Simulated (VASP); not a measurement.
# CdSe (P6_3mc) in VASP: further runs

CdSe is run at these levels: PBE; tasks: single point.

Everything below comes from runs of VASP 6.6.1. Logs are shortened: lines on timing, memory, paths and dates and some standing lists are left out, and cuts for length are marked.

**The experiment to reproduce.**

From a printed reference work, data compilation, for a bulk crystal of CdSe at 2 K: band gap 1.841 eV.

How close the calculation comes is told below.

**1. The cell of the first run**

Symmetry: P6_3mc, No. 186, hexagonal system. The conventional cell has a = 4.383 Å, b = 4.383 Å, c = 7.154 Å, α = 90.00°, β = 90.00°, γ = 120.00°. Cd (site symmetry 3m) has 4 Se at 2.68 to 2.69 Å within 3.5 Å. Se (site symmetry 3m) has 4 Cd at 2.68 to 2.69 Å within 3.5 Å.

**2. Single point, PBE**

Input file INCAR:

```
PREC     = Accurate       # precision mode
ENCUT    = 520            # plane-wave cutoff, eV
EDIFF    = 1E-6           # SCF threshold, eV
ISMEAR   = 0              # smearing method
SIGMA    = 0.05           # smearing width, eV
LREAL    = F              # projectors in reciprocal space
LASPH    = T              # aspherical terms in the spheres
NELM     = 80             # most SCF steps
ALGO     = Normal         # electronic algorithm
ISIF     = 2              # what is computed and relaxed
LWAVE    = F              # write WAVECAR
LCHARG   = F              # write CHGCAR
GGA      = PE             # functional
NBANDS   = 26             # bands
```

Input file KPOINTS:

```
regular mesh
0
Gamma
  10 10 6
```

Input file POSCAR:

```
CdSe
1.0
    4.3833493792      0.0000000000      0.0000000000
   -2.1916746896      3.7960919161      0.0000000000
    0.0000000000      0.0000000000      7.1544186791
Cd Se
2 2
Direct
    0.6666666667      0.3333333333     -0.0003929495
    0.3333333333      0.6666666667      0.4996070505
    0.6666666667      0.3333333333      0.3753929495
    0.3333333333      0.6666666667      0.8753929495
```

Potentials or basis: VASP PAW PBE potentials, release 64 (Cd, Se).

Started as:

```sh
> cat potpaw_PBE.64/Cd/POTCAR potpaw_PBE.64/Se/POTCAR > POTCAR
> mpirun -np 1 vasp_std > vasp.out
```

OUTCAR:

```text
PREC = Accurate
   ENCUT = 520
   EDIFF = 1E-6
   ISMEAR = 0
   LREAL = F
   LASPH = T
   NELM = 80
   ISIF = 2
   GGA = PE

 ion  position               nearest neighbor table
   1  0.667  0.333  1.000-   4 2.68   4 2.68   4 2.68   3 2.69
   2  0.333  0.667  0.500-   3 2.68   3 2.68   3 2.68   4 2.69
   3  0.667  0.333  0.375-   2 2.68   2 2.68   2 2.68   1 2.69
   4  0.333  0.667  0.875-   1 2.68   1 2.68   1 2.68   2 2.69

  LATTYP: Found a hexagonal cell.
 ALAT       =     4.3833493792
 C/A-ratio  =     1.6321807960

  Lattice vectors:

 A1 = (   4.3833493792,   0.0000000000,   0.0000000000)
 A2 = (  -2.1916746896,   3.7960919161,   0.0000000000)
 A3 = (   0.0000000000,   0.0000000000,   7.1544186791)

Analysis of symmetry for initial positions (statically):
=====================================================================
 Subroutine PRICEL returns:
 Original cell was already a primitive cell.

 Routine SETGRP: Setting up the symmetry group for a
 hexagonal supercell.

 Subroutine GETGRP returns: Found 12 space group operations
 (whereof  6 operations were pure point group operations)
 out of a pool of 24 trial point group operations.

The static configuration has the point symmetry C_3v.
 The point group associated with its full space group is C_6v.

Analysis of symmetry for dynamics (positions and initial velocities):
=====================================================================
 Subroutine PRICEL returns:
 Original cell was already a primitive cell.

 Routine SETGRP: Setting up the symmetry group for a
 hexagonal supercell.

 Subroutine GETGRP returns: Found 12 space group operations
 (whereof  6 operations were pure point group operations)
 out of a pool of 24 trial point group operations.

The dynamic configuration has the point symmetry C_3v.
 The point group associated with its full space group is C_6v.

 Subroutine INISYM returns: Found 12 space group operations
 (whereof  6 operations are pure point group operations),
 and found     1 'primitive' translations

----------------------------------------------------------------------------------------

                                     Primitive cell

  volume of cell :     119.0466

  direct lattice vectors                    reciprocal lattice vectors
     4.383349379  0.000000000  0.000000000     0.228136047  0.131714408  0.000000000
    -2.191674690  3.796091916  0.000000000     0.000000000  0.263428816  0.000000000
     0.000000000  0.000000000  7.154418679     0.000000000  0.000000000  0.139773760

[... 88 lines left out ...]
   LREAL  =      F    real-space projection
   EDIFFG = 0.1E-04   stopping-criterion for IOM
   NSW    =      0    number of steps for IOM
   IBRION =     -1    ionic relax: 0-MD 1-quasi-New 2-CG
   NFREE  =      0    steps in history (QN), initial steepest desc. (CG)
   ISIF   =      2    stress and relaxation
   ISYM   =      2    0-nonsym 1-usesym 2-fastsym
   POTIM  = 0.5000    time-step for ionic-motion
   TEBEG  =    0.0;   TEEND  =   0.0 temperature during run
   PSTRESS=    0.0 pullay stress
   NELECT =      36.0000    total number of electrons
   NUPDOWN=      -1.0000    fix difference up-down
   EMIN   =  10.00;   EMAX   =-10.00  energy-range for DOS
   EFERMI =   0.00;   METHOD = LEGACY
   ISMEAR =     0;   SIGMA  =   0.05  broadening in eV -4-tet -1-fermi 0-gaus
   EFERMI_NEDOS =   21; number of points for ismear=-14 and -15
   IALGO  =     38    algorithm
   IMIX   =      4    mixing-type and parameters
     AMIX     =   0.40;   BMIX     =  1.00
     AMIX_MAG =   1.60;   BMIX_MAG =  1.00
  volume/ion in A,a.u.               =      29.76       200.84
  Fermi-wavevector in a.u.,A,eV,Ry     =   1.098845  2.076517 16.428508  1.207461
  Thomas-Fermi vector in A             =   2.235230
   LORBIT       =      0    0 simple, 1 ext, 2 COOP (PROOUT), +10 PAW based schemes
   GGA     = PE    functional components
   LHFCALC =     F    Hartree Fock is set to
   AEXX    =    0.0000 exact exchange contribution
   IVDW    =     0    specifies the selected vdW correction
   LEPSILON=     F    determine dielectric tensor
   LRPA    =     F    only Hartree local field effects (RPA)
 non-spin polarized calculation
 Gauss-broadening in eV      SIGMA  =   0.05
  energy-cutoff  :      520.00
  volume of cell :      119.05
 maximum number of plane-waves:      3232
 NGX is ok and might be reduce to    36
   NGX = 17   NGY = 17   NGZ = 27

 number of electron      36.0000015 magnetization

 Free energy of the ion-electron system (eV)
  ---------------------------------------------------
  ext. energy  EPLUGINS =         0.00000000
  ---------------------------------------------------
  free energy    TOTEN  =       -10.99549737 eV

  energy without entropy =      -10.99549737  energy(sigma->0) =      -10.99549737

 E-fermi :   0.7264     XC(G=0):  -8.6256

 val. band max:        0.5142332029   @ k =   0.0000   0.0000   0.0000
 cond. band min:       1.0552931101   @ k =   0.0000   0.0000   0.0000
 fundamental gap:      0.5410599073
 Fermi energy:         0.7263785243

 k-point     1 :       0.0000    0.0000    0.0000
  band No.  band energies     occupation
      1     -11.7856      2.00000
      2     -11.4566      2.00000
      3      -7.2416      2.00000
      4      -7.2364      2.00000
      5      -7.2364      2.00000
      6      -7.1787      2.00000
[... 685 lines left out ...]
     25       8.3281      0.00000
     26       9.3984      0.00000

 [... further k-points ...]

------------------------ aborting loop because EDIFF is reached ----------------------------------------

  FORCE on cell =-STRESS in cart. coord.  units (eV):
  Direction    XX          YY          ZZ          XY          YZ          ZX
  --------------------------------------------------------------------------------------
  -------------------------------------------------------------------------------------
  Total        0.1752688      0.1752688      0.1775960      0.0000000      0.0000000      0.0000000
  in kB        2.3588379      2.3588379      2.3901582      0.0000000      0.0000000      0.0000000
  external PRESSURE =       2.3692780 kB  Pullay stress =       0.0000000 kB

 VOLUME and BASIS-vectors are now :
 -----------------------------------------------------------------------------
  energy-cutoff  :      520.00
  volume of cell :      119.05
      direct lattice vectors                 reciprocal lattice vectors
     4.383349379  0.000000000  0.000000000     0.228136047  0.131714408  0.000000000
    -2.191674690  3.796091916  0.000000000     0.000000000  0.263428816  0.000000000
     0.000000000  0.000000000  7.154418679     0.000000000  0.000000000  0.139773760

 POSITION                                       TOTAL-FORCE (eV/Angst)
 -----------------------------------------------------------------------------------
      2.19167      1.26536      7.15161         0.000000      0.000000      0.001246
     -0.00000      2.53073      3.57440        -0.000000     -0.000000      0.001246
      2.19167      1.26536      2.68572        -0.000000      0.000000     -0.001246
     -0.00000      2.53073      6.26293         0.000000      0.000000     -0.001246
 -----------------------------------------------------------------------------------
    total drift:                               -0.000000     -0.000000      0.000441

  FREE ENERGIE OF THE ION-ELECTRON SYSTEM (eV)
  ---------------------------------------------------
  free  energy   TOTEN  =       -10.9954973733 eV

  energy  without entropy=      -10.9954973733  energy(sigma->0) =      -10.99549737
```

OSZICAR:

```text
N       E                     dE             d eps       ncg     rms          rms(c)
DAV:   1     0.235352063951E+03    0.23535E+03   -0.16887E+04  2920   0.124E+03
DAV:   2     0.111248067532E+01   -0.23424E+03   -0.22635E+03  3168   0.304E+02
DAV:   3    -0.116495204151E+02   -0.12762E+02   -0.12681E+02  3442   0.703E+01
DAV:   4    -0.117635173685E+02   -0.11400E+00   -0.11387E+00  3286   0.625E+00
DAV:   5    -0.117642006197E+02   -0.68325E-03   -0.68321E-03  3324   0.474E-01    0.781E+00
DAV:   6    -0.110269138963E+02    0.73729E+00   -0.12766E+00  3270   0.105E+01    0.628E+00
DAV:   7    -0.109951263037E+02    0.31788E-01   -0.47221E-01  3056   0.345E+00    0.258E+00
DAV:   8    -0.109951495640E+02   -0.23260E-04   -0.42167E-02  3024   0.202E+00    0.358E-01
DAV:   9    -0.109952240213E+02   -0.74457E-04   -0.62256E-03  3212   0.869E-01    0.900E-02
DAV:  10    -0.109954135585E+02   -0.18954E-03   -0.76017E-04  3036   0.286E-01    0.709E-02
DAV:  11    -0.109955066632E+02   -0.93105E-04   -0.23349E-04  3002   0.850E-02    0.267E-02
DAV:  12    -0.109954953628E+02    0.11300E-04   -0.34983E-05  3140   0.573E-02    0.832E-03
DAV:  13    -0.109954974706E+02   -0.21078E-05   -0.12044E-05  2986   0.151E-02    0.893E-03
DAV:  14    -0.109954973733E+02    0.97255E-07   -0.73242E-07  2262   0.483E-03
   1 F= -.10995497E+02 E0= -.10995497E+02  d E =-.142935E-11
```

Run time: 2 min. Hardware: 1 thread of Intel Xeon Platinum 8259CL at 2.50GHz (Skylake/Cascade Lake), shared host; peak memory 0.34 GiB.

Results:

| Item | Value |
| --- | --- |
| Free energy | -10.9955 eV |
| Pressure | 0.2 GPa |
| Band gap on the k mesh | 0.54 eV |

**3. Single point, PBE**

Input file INCAR:

```
SYSTEM = CdSe
PREC = Accurate
ENCUT = 520
EDIFF = 1E-6
ISMEAR = 0
SIGMA = 0.05
LREAL = .FALSE.
LASPH = .TRUE.
NELM = 60
ALGO = Normal
ISIF = 2
LWAVE = .FALSE.
LCHARG = .FALSE.
GGA = PE
NBANDS = 26
```

Input file KPOINTS:

```
regular mesh
0
G
  10 10 6
  0 0 0
```

POSCAR is that of step 2.

Potentials or basis: VASP PAW PBE potentials, release 64 (Cd, Se).

Started as:

```sh
> cat potpaw_PBE.64/Cd/POTCAR potpaw_PBE.64/Se/POTCAR > POTCAR
> mpirun -np 1 vasp_std > vasp.out
```

Wall time 2 min (1 thread of Intel Xeon Platinum 8259CL at 2.50GHz (Skylake/Cascade Lake), shared host); peak memory 0.34 GiB.

It converged, with:

| Item | Value |
| --- | --- |
| Free energy | -10.9955 eV |
| Pressure | 0.2 GPa |
| Band gap on the k mesh | 0.54 eV |

Levels at points of the mesh, in eV from the valence-band top:
```tsv
k point	band 15	band 16	band 17	band 18	band 19	band 20	band 21	band 22
(0.00, 0.00, 0.00)	-0.69	-0.04	0.00	0.00	0.54	2.14	5.85	5.85
(0.50, 0.00, 0.00)	-2.42	-1.67	-1.20	-0.68	3.09	3.33	4.78	5.94
(0.00, 0.00, 0.50)	-0.36	-0.36	-0.36	-0.36	2.26	2.26	5.76	5.76
(0.50, 0.00, 0.50)	-1.24	-1.24	-1.21	-1.21	2.90	2.90	4.83	4.83
```

**4. Single point, PBE (30.36 Å³/atom)**

This run uses another cell than the first one, of 30.36 Å³/atom.

Input file INCAR:

```
  ALGO = Normal
  EDIFF = 1E-6
  ENCUT = 520
  GGA = PE
  ISIF = 2
  ISMEAR = 0
  LASPH = T
  LCHARG = T
  LELF = T
  LREAL = F
  LVHAR = T
  LWAVE = F
  NBANDS = 26
  NELM = 100
  PREC = Accurate
  SIGMA = 0.05
```

Input file KPOINTS:

```
k-points
0
Gamma
  10 10 6
```

Input file POSCAR:

```
CdSe
1.0
    4.4123790291      0.0000000000      0.0000000000
   -2.2061895145      3.8212323303      0.0000000000
    0.0000000000      0.0000000000      7.2018003161
Cd Se
2 2
Direct
    0.6666666667      0.3333333333     -0.0003929495
    0.3333333333      0.6666666667      0.4996070505
    0.6666666667      0.3333333333      0.3753929495
    0.3333333333      0.6666666667      0.8753929495
```

Started as:

```sh
> cat potpaw_PBE.64/Cd/POTCAR potpaw_PBE.64/Se/POTCAR > POTCAR
> mpirun -np 1 vasp_std > vasp.out
```

Wall time 2.1 min (1 thread of Intel Xeon Platinum 8259CL at 2.50GHz (Skylake/Cascade Lake), shared host); peak memory 0.34 GiB.

It converged, with:

```yaml
Free_energy: -10.9926 eV
Pressure: -0.6 GPa
Band_gap_on_the_k_mesh: 0.50 eV
```

Levels at points of the mesh, in eV from the valence-band top:
```csv
k point,band 15,band 16,band 17,band 18,band 19,band 20,band 21,band 22
"(0.00, 0.00, 0.00)",-0.66,-0.04,0.00,0.00,0.50,2.12,5.85,5.85
"(0.50, 0.00, 0.00)",-2.34,-1.61,-1.15,-0.66,3.05,3.32,4.79,5.87
"(0.00, 0.00, 0.50)",-0.35,-0.35,-0.35,-0.35,2.22,2.22,5.73,5.73
"(0.50, 0.00, 0.50)",-1.19,-1.19,-1.17,-1.17,2.88,2.88,4.82,4.82
```

**5. Single point, PBE (30.95 Å³/atom)**

This run uses another cell than the first one, of 30.95 Å³/atom.

Input file INCAR:

```
SYSTEM = CdSe
PREC     = Accurate       ! precision mode
ENCUT    = 520            ! plane-wave cutoff, eV
EDIFF    = 1E-6           ! SCF threshold, eV
ISMEAR   = 0              ! smearing method
SIGMA    = 0.05           ! smearing width, eV
LREAL    = .FALSE.        ! projectors in reciprocal space
LASPH    = .TRUE.         ! aspherical terms in the spheres
NELM     = 60             ! most SCF steps
ALGO     = Normal         ! electronic algorithm
ISIF     = 2              ! what is computed and relaxed
LWAVE    = .FALSE.        ! write WAVECAR
LCHARG   = .FALSE.        ! write CHGCAR
GGA      = PE             ! functional
NBANDS   = 26             ! bands
```

Input file KPOINTS:

```
regular mesh
0
G
  10 10 6
  0 0 0
```

Input file POSCAR:

```
CdSe
1.0
    4.4410316438      0.0000000000      0.0000000000
   -2.2205158219      3.8460462226      0.0000000000
    0.0000000000      0.0000000000      7.2485665636
Cd Se
2 2
Direct
    0.6666666667      0.3333333333     -0.0003929495
    0.3333333333      0.6666666667      0.4996070505
    0.6666666667      0.3333333333      0.3753929495
    0.3333333333      0.6666666667      0.8753929495
```

Started as:

```sh
> cat potpaw_PBE.64/Cd/POTCAR potpaw_PBE.64/Se/POTCAR > POTCAR
> mpirun -np 1 vasp_std > vasp.out
```

It took 2 min on 1 thread of Intel Xeon Platinum 8259CL at 2.50GHz (Skylake/Cascade Lake), shared host; peak memory 0.34 GiB.

It converged, with:

```yaml
Free_energy: -10.9775 eV
Pressure: -1.4 GPa
Band_gap_on_the_k_mesh: 0.45 eV
```

Levels at points of the mesh, in eV from the valence-band top:
| k point | band 15 | band 16 | band 17 | band 18 | band 19 | band 20 | band 21 | band 22 |
| --- | --- | --- | --- | --- | --- | --- | --- | --- |
| (0.00, 0.00, 0.00) | -0.64 | -0.04 | 0.00 | 0.00 | 0.45 | 2.09 | 5.84 | 5.84 |
| (0.50, 0.00, 0.00) | -2.26 | -1.56 | -1.11 | -0.63 | 3.00 | 3.31 | 4.79 | 5.80 |
| (0.00, 0.00, 0.50) | -0.33 | -0.33 | -0.33 | -0.33 | 2.18 | 2.18 | 5.70 | 5.70 |
| (0.50, 0.00, 0.50) | -1.15 | -1.15 | -1.13 | -1.13 | 2.86 | 2.86 | 4.81 | 4.81 |

**6. Summary**

| cell | gap on the mesh (eV) | pressure (GPa) |
| --- | --- | --- |
| a = 4.383, b = 4.383, c = 7.154 Å, angles 90.0, 90.0, 120.0°, 4 atoms | 0.54 | 0.2 |
| a = 4.412, b = 4.412, c = 7.202 Å, angles 90.0, 90.0, 120.0°, 4 atoms | 0.50 | -0.6 |
| a = 4.441, b = 4.441, c = 7.249 Å, angles 90.0, 90.0, 120.0°, 4 atoms | 0.45 | -1.4 |

Alike in all rows: task single point; level PBE; potentials or basis VASP PAW PBE potentials, release 64 (Cd, Se); no spin polarisation; k mesh 10 × 10 × 6; cutoff (eV) 520; smearing gaussian 0.05 eV.

Absolute energies hang on the potentials; compare differences alone.

**7. Against experiment**

Step 2. Measured gap of CdSe: 1.841 eV (2 K; a printed reference work, data compilation). This calculation gives 0.54 eV (-1.30 eV). So large a miss can be the level of theory's own, or it may mean another phase, state or a wrong row. Spin-orbit coupling on Cd, Se is left out. The value is that of PBE, without temperature or zero-point motion. Semilocal functionals fall short of measured gaps as a rule.

Step 3. Against the measured gap of CdSe, 1.841 eV (2 K; a printed reference work, data compilation), the calculated 0.54 eV is off by -1.30 eV. So large a miss can be the level of theory's own, or it may mean another phase, state or a wrong row. Spin-orbit coupling on Cd, Se is left out. The value is that of PBE, without temperature or zero-point motion. Semilocal functionals fall short of measured gaps as a rule.

Step 4. Measured gap of CdSe: 1.841 eV (2 K; a printed reference work, data compilation). This calculation gives 0.50 eV (-1.34 eV). So large a miss can be the level of theory's own, or it may mean another phase, state or a wrong row. Spin-orbit coupling on Cd, Se is left out. The value is that of PBE, without temperature or zero-point motion. Semilocal functionals fall short of measured gaps as a rule.
